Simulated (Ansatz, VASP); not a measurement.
BN in VASP and in Ansatz

Contents of INCAR:

```
ALGO = Normal
EDIFF = 1E-7
EDIFFG = -0.005
ENCUT = 600
GGA = PE
IBRION = 2
ISIF = 3
ISMEAR = -1
LASPH = True
LCHARG = False
LREAL = False
LWAVE = False
NELM = 60
NSW = 60
PREC = Accurate
SIGMA = 0.05
```

Contents of KPOINTS:

```
k-points
0
Gamma
  13 13 13
```

File POSCAR:

```
BN
1.0
    0.0000000000      1.8130010000      1.8130010000
    1.8130010000      0.0000000000      1.8130010000
    1.8130010000      1.8130010000      0.0000000000
N B
1 1
Direct
    0.2500000000      0.2500000000      0.2500000000
    0.0000000000      0.0000000000      0.0000000000
```

input.yaml

```yaml
crystal:
  lattice:
    - [0.0, 1.813001, 1.813001]
    - [1.813001, 0.0, 1.813001]
    - [1.813001, 1.813001, 0.0]
  atoms:
    - { symbol: "N", position: [0.25, 0.25, 0.25] }
    - { symbol: B, position: [0.0, 0.0, 0.0] }
hamiltonian:
  xc: pbe
  pseudopotentials: { kind: paw }
kpoints:
  mp_grid: { grid: [13, 13, 13] }
scf:
  occupations: { method: fermi_dirac, width: 0.05 }
output:
  forces: true
  stress: true
  write_density: true
  write_potential: true
  elf: true
  volumetric_format: npy
relax:
  f_tol: 0.01
  max_steps: 40
  cell: { stress_tol: 0.05 }
```

The cell is a database's computed one.

Alike in both runs: task relaxation of cell and atoms; functional PBE; k mesh 13 × 13 × 13; occupations fermi-dirac, width 0.05 eV; no spin polarisation.

```csv
,VASP,Ansatz
version,VASP 6.6.1,Ansatz 0.2.0
potentials or method,"VASP PAW PBE potentials, release 64 (N, B)",Ansatz PAW
plane-wave cutoff (eV),600,420
valence electrons in the cell,8,8
```

|  | VASP | Ansatz | Ansatz less VASP |
| --- | --- | --- | --- |
| gap on the k mesh at the Fermi level, each at its own relaxed structure (eV) | 4.52 | 4.54 | +0.012 |
| relaxed volume (Å³/atom) | 5.95 | 5.95 | +0.001 |
| relaxed cell length with the largest relative difference (Å) | 2.563 | 2.563 | +0.0001 |

Caveats: an odd mesh through Γ misses points on the zone boundary, where band edges often lie (VASP); odd divisions of the mesh miss points on the zone boundary, where band edges often lie, so the gap on the mesh can be too wide (Ansatz); the plane-wave basis is chosen anew once the cell has moved, so the energies of steps on either side of that aren't comparable (Ansatz); the pressure holds a Pulay correction of +1.1 GPa for the finite cutoff (Ansatz). As with any semilocal functional, this PBE gap is likely too small.
